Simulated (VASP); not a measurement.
# CaB2 (P6/mmm) in VASP: further runs

One crystal, CaB2, is run at these levels: PBE, r2SCAN; tasks: single point.

Program: VASP 6.6.1. These are calculated values, not measurements. Logs are shortened: lines on timing, memory, paths and dates and some standing lists are left out, and cuts for length are marked.

## 1. Starting point

The structure is hexagonal, space group P6/mmm (No. 191). Conventional cell: a = 3.226 Å, b = 3.226 Å, c = 4.067 Å, α = 90.00°, β = 90.00°, γ = 120.00°. Ca (site symmetry 6/mmm) has 12 B at 2.76 Å as nearest neighbours. B (site symmetry -6m2) is surrounded by 3 B at 1.86 Å.

The cell comes from a database or a generator and needn't be the stable form of this composition.

## 2. Single point, PBE

File INCAR:

```
  ALGO = Normal
  EDIFF = 1E-6
  ENCUT = 520
  GGA = PE
  ISIF = 2
  ISMEAR = 0
  LASPH = T
  LCHARG = T
  LELF = T
  LREAL = F
  LVHAR = T
  LWAVE = F
  NBANDS = 15
  NELM = 80
  PREC = Accurate
  SIGMA = 0.1
```

File KPOINTS:

```
k-points
0
Gamma
  6 6 4
```

File POSCAR:

```
CaB2
1.0
    3.2264302843      0.0000000000      0.0000000000
   -1.6132151421      2.7941705897      0.0000000000
    0.0000000000      0.0000000000      4.0673920000
Ca B
1 2
Direct
    0.0000000000      0.0000000000      0.0000000000
    0.3333333300      0.6666666700      0.5000000000
    0.6666666700      0.3333333300      0.5000000000
```

Potentials or basis: VASP PAW PBE potentials, release 64 (Ca_sv, B).

Run with:

```bash
$ cat potpaw_PBE.64/Ca_sv/POTCAR potpaw_PBE.64/B/POTCAR > POTCAR
$ mpirun -np 1 vasp_std > vasp.out
```

OUTCAR:

```text
EDIFF = 1E-6
   ENCUT = 520
   GGA = PE
   ISIF = 2
   ISMEAR = 0
   LASPH = T
   LREAL = F
   NELM = 80
   PREC = Accurate

 ion  position               nearest neighbor table
   1  0.000  0.000  0.000-
   2  0.333  0.667  0.500-   3 1.86   3 1.86   3 1.86
   3  0.667  0.333  0.500-   2 1.86   2 1.86   2 1.86

  LATTYP: Found a hexagonal cell.
 ALAT       =     3.2264302843
 C/A-ratio  =     1.2606477257

  Lattice vectors:

 A1 = (   3.2264302843,   0.0000000000,   0.0000000000)
 A2 = (  -1.6132151421,   2.7941705897,   0.0000000000)
 A3 = (   0.0000000000,   0.0000000000,   4.0673920000)

Analysis of symmetry for initial positions (statically):
=====================================================================
 Subroutine PRICEL returns:
 Original cell was already a primitive cell.

 Routine SETGRP: Setting up the symmetry group for a
 hexagonal supercell.

 Subroutine GETGRP returns: Found 24 space group operations
 (whereof 24 operations were pure point group operations)
 out of a pool of 24 trial point group operations.

The static configuration has the point symmetry D_6h.

Analysis of symmetry for dynamics (positions and initial velocities):
=====================================================================
 Subroutine PRICEL returns:
 Original cell was already a primitive cell.

 Routine SETGRP: Setting up the symmetry group for a
 hexagonal supercell.

 Subroutine GETGRP returns: Found 24 space group operations
 (whereof 24 operations were pure point group operations)
 out of a pool of 24 trial point group operations.

The dynamic configuration has the point symmetry D_6h.

 Subroutine INISYM returns: Found 24 space group operations
 (whereof 24 operations are pure point group operations),
 and found     1 'primitive' translations

----------------------------------------------------------------------------------------

                                     Primitive cell

  volume of cell :      36.6683

  direct lattice vectors                    reciprocal lattice vectors
     3.226430284  0.000000000  0.000000000     0.309940061  0.178943978  0.000000000
    -1.613215142  2.794170590  0.000000000     0.000000000  0.357887956  0.000000000
     0.000000000  0.000000000  4.067392000     0.000000000  0.000000000  0.245857788

  length of vectors
[... 90 lines left out ...]
   PSTRESS=    0.0 pullay stress
   NELECT =      16.0000    total number of electrons
   NUPDOWN=      -1.0000    fix difference up-down
   EMIN   =  10.00;   EMAX   =-10.00  energy-range for DOS
   EFERMI =   0.00;   METHOD = LEGACY
   ISMEAR =     0;   SIGMA  =   0.10  broadening in eV -4-tet -1-fermi 0-gaus
   EFERMI_NEDOS =   21; number of points for ismear=-14 and -15
   IALGO  =     38    algorithm
   IMIX   =      4    mixing-type and parameters
     AMIX     =   0.40;   BMIX     =  1.00
     AMIX_MAG =   1.60;   BMIX_MAG =  1.00
  volume/ion in A,a.u.               =      12.22        82.48
  Fermi-wavevector in a.u.,A,eV,Ry     =   1.241703  2.346479 20.977823  1.541826
  Thomas-Fermi vector in A             =   2.376089
   LORBIT       =      0    0 simple, 1 ext, 2 COOP (PROOUT), +10 PAW based schemes
   GGA     = PE    functional components
   LHFCALC =     F    Hartree Fock is set to
   AEXX    =    0.0000 exact exchange contribution
   IVDW    =     0    specifies the selected vdW correction
   LEPSILON=     F    determine dielectric tensor
   LRPA    =     F    only Hartree local field effects (RPA)
 non-spin polarized calculation
 Gauss-broadening in eV      SIGMA  =   0.10
  energy-cutoff  :      520.00
  volume of cell :       36.67
 maximum number of plane-waves:      1008
 NGX is ok and might be reduce to    24
   NGX = 11   NGY = 11   NGZ = 15

 number of electron      16.0000004 magnetization

 Free energy of the ion-electron system (eV)
  ---------------------------------------------------
  ext. energy  EPLUGINS =         0.00000000
  ---------------------------------------------------
  free energy    TOTEN  =       -15.71909943 eV

  energy without entropy =      -15.70578767  energy(sigma->0) =      -15.71244355

 E-fermi :   4.6504     XC(G=0): -10.8085

 val. band max:        4.5912923696   @ k =   0.1667  -0.0000   0.2500
 cond. band min:       4.6686404351   @ k =   0.3333   0.3333   0.0000
 fundamental gap:      0.0773480656
 Fermi energy:         4.6503567008

 k-point     1 :       0.0000    0.0000    0.0000
  band No.  band energies     occupation
      1     -35.1074      2.00000
      2     -16.0951      2.00000
      3     -15.9036      2.00000
      4     -15.9036      2.00000
      5      -5.7350      2.00000
      6       2.8708      2.00000
      7       5.0334      0.00000
      8       5.0334      0.00000
      9       5.0438      0.00000
     10      10.0411      0.00000
     11      10.0411      0.00000
     12      10.8902      0.00000
     13      10.8902      0.00000
     14      11.5630      0.00000
[... 347 lines left out ...]
      2     -16.4141      2.00000
      3     -16.4141      2.00000
      4     -16.0008      2.00000
      5      -1.5067      2.00000
      6      -1.5067      2.00000
      7       1.2758      2.00000
      8       4.2946      2.00000
      9       4.2946      2.00000
     10      10.5169      0.00000
     11      11.3571      0.00000
     12      11.3571      0.00000
     13      11.8077      0.00000
     14      11.8077      0.00000
     15      13.0511      0.00000

------------------------ aborting loop because EDIFF is reached ----------------------------------------

  FORCE on cell =-STRESS in cart. coord.  units (eV):
  Direction    XX          YY          ZZ          XY          YZ          ZX
  --------------------------------------------------------------------------------------
  -------------------------------------------------------------------------------------
  Total        0.0083784      0.0083784      0.0096823      0.0000000      0.0000000      0.0000000
  in kB        0.3660832      0.3660832      0.4230541      0.0000000      0.0000000      0.0000000
  external PRESSURE =       0.3850735 kB  Pullay stress =       0.0000000 kB

 VOLUME and BASIS-vectors are now :
 -----------------------------------------------------------------------------
  energy-cutoff  :      520.00
  volume of cell :       36.67
      direct lattice vectors                 reciprocal lattice vectors
     3.226430284  0.000000000  0.000000000     0.309940061  0.178943978  0.000000000
    -1.613215142  2.794170590  0.000000000     0.000000000  0.357887956  0.000000000
     0.000000000  0.000000000  4.067392000     0.000000000  0.000000000  0.245857788

 POSITION                                       TOTAL-FORCE (eV/Angst)
 -----------------------------------------------------------------------------------
      0.00000      0.00000      0.00000        -0.000000      0.000000      0.000000
     -0.00000      1.86278      2.03370         0.000000     -0.000000      0.000000
      1.61322      0.93139      2.03370        -0.000000      0.000000      0.000000
 -----------------------------------------------------------------------------------
    total drift:                                0.000000     -0.000000     -0.000000

  FREE ENERGIE OF THE ION-ELECTRON SYSTEM (eV)
  ---------------------------------------------------
  free  energy   TOTEN  =       -15.7190994336 eV

  energy  without entropy=      -15.7057876742  energy(sigma->0) =      -15.71244355
```

OSZICAR:

```text
N       E                     dE             d eps       ncg     rms          rms(c)
DAV:   1     0.968964363776E+02    0.96896E+02   -0.78415E+03   630   0.104E+03
DAV:   2    -0.133791504772E+02   -0.11028E+03   -0.10366E+03   749   0.261E+02
DAV:   3    -0.166072187666E+02   -0.32281E+01   -0.31779E+01   901   0.432E+01
DAV:   4    -0.167313149239E+02   -0.12410E+00   -0.12406E+00   798   0.709E+00
DAV:   5    -0.167329976908E+02   -0.16828E-02   -0.16827E-02   916   0.847E-01    0.554E+00
DAV:   6    -0.158135889533E+02    0.91941E+00   -0.92276E-01   770   0.605E+00    0.260E+00
DAV:   7    -0.157269570013E+02    0.86632E-01   -0.33721E-01   898   0.332E+00    0.868E-01
DAV:   8    -0.157723964946E+02   -0.45439E-01   -0.18904E-01   798   0.346E+00    0.977E-01
DAV:   9    -0.157211293030E+02    0.51267E-01   -0.46997E-02   791   0.164E+00    0.248E-01
DAV:  10    -0.157189801138E+02    0.21492E-02   -0.88719E-03   900   0.581E-01    0.630E-02
DAV:  11    -0.157190790898E+02   -0.98976E-04   -0.52047E-04   765   0.154E-01    0.343E-02
DAV:  12    -0.157190997862E+02   -0.20696E-04   -0.33780E-05   855   0.484E-02    0.457E-03
DAV:  13    -0.157191032521E+02   -0.34658E-05   -0.83923E-06   884   0.207E-02    0.103E-02
DAV:  14    -0.157191021068E+02    0.11453E-05   -0.14981E-05   799   0.244E-02    0.819E-03
DAV:  15    -0.157190996925E+02    0.24143E-05   -0.19342E-06   805   0.111E-02    0.258E-03
DAV:  16    -0.157190994336E+02    0.25894E-06   -0.14682E-07   343   0.268E-03
   1 F= -.15719099E+02 E0= -.15712444E+02  d E =-.133118E-01
```

Run time: 6.1 s. Hardware: 1 thread of Intel Xeon 6975P-C (Granite Rapids), shared host; peak memory 0.15 GiB.

What came out:

| Quantity | Value |
| --- | --- |
| Free energy | -15.7191 eV |
| Pressure | 0.0 GPa |
| Band gap on the k mesh | none (metal or under the smearing width) |

Levels at points of the mesh, in eV from the Fermi level:
```
           k point  band 5  band 6  band 7  band 8  band 9  band 10  band 11  band 12
(0.00, 0.00, 0.00)  -10.39   -1.78    0.38    0.38    0.39     5.39     5.39     6.24
(0.50, 0.00, 0.00)   -6.82   -6.32   -1.40   -1.14    0.99     3.16     5.28     6.29
(0.00, 0.00, 0.50)   -9.35   -4.68    0.96    0.96    3.41     4.08     4.08     4.27
(0.50, 0.00, 0.50)   -7.32   -5.45   -1.66   -0.88   -0.70     5.28     5.61     6.35
```

Caveat: the k mesh is coarse (spacing up to 0.39 Å⁻¹), so the values aren't converged.

## 3. Single point, PBE

File INCAR:

```
  ALGO = Normal
  EDIFF = 1E-6
  ENCUT = 520
  GGA = PE
  ISIF = 2
  ISMEAR = 0
  LASPH = T
  LCHARG = F
  LREAL = F
  LWAVE = F
  NBANDS = 15
  NELM = 100
  PREC = Accurate
  SIGMA = 0.1
```

KPOINTS is that of step 2.

File POSCAR:

```
CaB2
1.0
    3.2264302843      0.0000000000      0.0000000000
   -1.6132151421      2.7941705897      0.0000000000
    0.0000000000      0.0000000000      4.0673920000
Ca B
1 2
Direct
    0.0000000000      0.0000000000      0.0000000000
    0.3333333333      0.6666666667      0.5000000000
    0.6666666667      0.3333333333      0.5000000000
```

Potentials or basis: VASP PAW PBE potentials, release 64 (Ca_sv, B).

Run with:

```bash
$ cat potpaw_PBE.64/Ca_sv/POTCAR potpaw_PBE.64/B/POTCAR > POTCAR
$ mpirun -np 1 vasp_std > vasp.out
```

OUTCAR:

```text
EDIFF = 1E-6
   ENCUT = 520
   GGA = PE
   ISIF = 2
   ISMEAR = 0
   LASPH = T
   LREAL = F
   NELM = 100
   PREC = Accurate

 ion  position               nearest neighbor table
   1  0.000  0.000  0.000-
   2  0.333  0.667  0.500-   3 1.86   3 1.86   3 1.86
   3  0.667  0.333  0.500-   2 1.86   2 1.86   2 1.86

  LATTYP: Found a hexagonal cell.
 ALAT       =     3.2264302843
 C/A-ratio  =     1.2606477257

  Lattice vectors:

 A1 = (   3.2264302843,   0.0000000000,   0.0000000000)
 A2 = (  -1.6132151421,   2.7941705897,   0.0000000000)
 A3 = (   0.0000000000,   0.0000000000,   4.0673920000)

Analysis of symmetry for initial positions (statically):
=====================================================================
 Subroutine PRICEL returns:
 Original cell was already a primitive cell.

 Routine SETGRP: Setting up the symmetry group for a
 hexagonal supercell.

 Subroutine GETGRP returns: Found 24 space group operations
 (whereof 24 operations were pure point group operations)
 out of a pool of 24 trial point group operations.

The static configuration has the point symmetry D_6h.

Analysis of symmetry for dynamics (positions and initial velocities):
=====================================================================
 Subroutine PRICEL returns:
 Original cell was already a primitive cell.

 Routine SETGRP: Setting up the symmetry group for a
 hexagonal supercell.

 Subroutine GETGRP returns: Found 24 space group operations
 (whereof 24 operations were pure point group operations)
 out of a pool of 24 trial point group operations.

The dynamic configuration has the point symmetry D_6h.

 Subroutine INISYM returns: Found 24 space group operations
 (whereof 24 operations are pure point group operations),
 and found     1 'primitive' translations

[... 122 lines left out ...]
   LRPA    =     F    only Hartree local field effects (RPA)
 non-spin polarized calculation
 Gauss-broadening in eV      SIGMA  =   0.10
  energy-cutoff  :      520.00
  volume of cell :       36.67
 maximum number of plane-waves:      1008
 NGX is ok and might be reduce to    24
   NGX = 11   NGY = 11   NGZ = 15

 number of electron      16.0000004 magnetization

 Free energy of the ion-electron system (eV)
  ---------------------------------------------------
  ext. energy  EPLUGINS =         0.00000000
  ---------------------------------------------------
  free energy    TOTEN  =       -15.71909949 eV

  energy without entropy =      -15.70578769  energy(sigma->0) =      -15.71244359

 E-fermi :   4.6504     XC(G=0): -10.8085

 val. band max:        4.5912930246   @ k =   0.1667  -0.0000   0.2500
 cond. band min:       4.6686408182   @ k =   0.3333   0.3333   0.0000
 fundamental gap:      0.0773477936
 Fermi energy:         4.6503570959

 k-point     1 :       0.0000    0.0000    0.0000
  band No.  band energies     occupation
      1     -35.1074      2.00000
      2     -16.0951      2.00000
      3     -15.9036      2.00000
      4     -15.9036      2.00000
      5      -5.7350      2.00000
      6       2.8708      2.00000
      7       5.0334      0.00000
      8       5.0334      0.00000
      9       5.0438      0.00000
     10      10.0411      0.00000
     11      10.0411      0.00000
     12      10.8902      0.00000
     13      10.8902      0.00000
     14      11.5630      0.00000
[... 347 lines left out ...]
      2     -16.4141      2.00000
      3     -16.4141      2.00000
      4     -16.0008      2.00000
      5      -1.5067      2.00000
      6      -1.5067      2.00000
      7       1.2758      2.00000
      8       4.2946      2.00000
      9       4.2946      2.00000
     10      10.5169      0.00000
     11      11.3571      0.00000
     12      11.3571      0.00000
     13      11.8077      0.00000
     14      11.8077      0.00000
     15      13.0511      0.00000

------------------------ aborting loop because EDIFF is reached ----------------------------------------

  FORCE on cell =-STRESS in cart. coord.  units (eV):
  Direction    XX          YY          ZZ          XY          YZ          ZX
  --------------------------------------------------------------------------------------
  -------------------------------------------------------------------------------------
  Total        0.0083774      0.0083774      0.0096793      0.0000000      0.0000000      0.0000000
  in kB        0.3660415      0.3660415      0.4229264      0.0000000      0.0000000      0.0000000
  external PRESSURE =       0.3850032 kB  Pullay stress =       0.0000000 kB

 VOLUME and BASIS-vectors are now :
 -----------------------------------------------------------------------------
  energy-cutoff  :      520.00
  volume of cell :       36.67
      direct lattice vectors                 reciprocal lattice vectors
     3.226430284  0.000000000  0.000000000     0.309940061  0.178943978  0.000000000
    -1.613215142  2.794170590  0.000000000     0.000000000  0.357887956  0.000000000
     0.000000000  0.000000000  4.067392000     0.000000000  0.000000000  0.245857788

 POSITION                                       TOTAL-FORCE (eV/Angst)
 -----------------------------------------------------------------------------------
      0.00000      0.00000      0.00000        -0.000000      0.000000      0.000000
     -0.00000      1.86278      2.03370         0.000000      0.000000      0.000000
      1.61322      0.93139      2.03370        -0.000000     -0.000000      0.000000
 -----------------------------------------------------------------------------------
    total drift:                               -0.000000      0.000000      0.000000

  FREE ENERGIE OF THE ION-ELECTRON SYSTEM (eV)
  ---------------------------------------------------
  free  energy   TOTEN  =       -15.7190994909 eV

  energy  without entropy=      -15.7057876949  energy(sigma->0) =      -15.71244359
```

It took 5.5 s on 1 thread of Intel Xeon 6975P-C (Granite Rapids), shared host; peak memory 0.15 GiB.

What came out:

| Item | Value |
| --- | --- |
| Free energy | -15.7191 eV |
| Pressure | 0.0 GPa |
| Band gap on the k mesh | none (metal or under the smearing width) |

Caveat: the k mesh is coarse (spacing up to 0.39 Å⁻¹), so the values aren't converged.

[end of part 1 of 2]
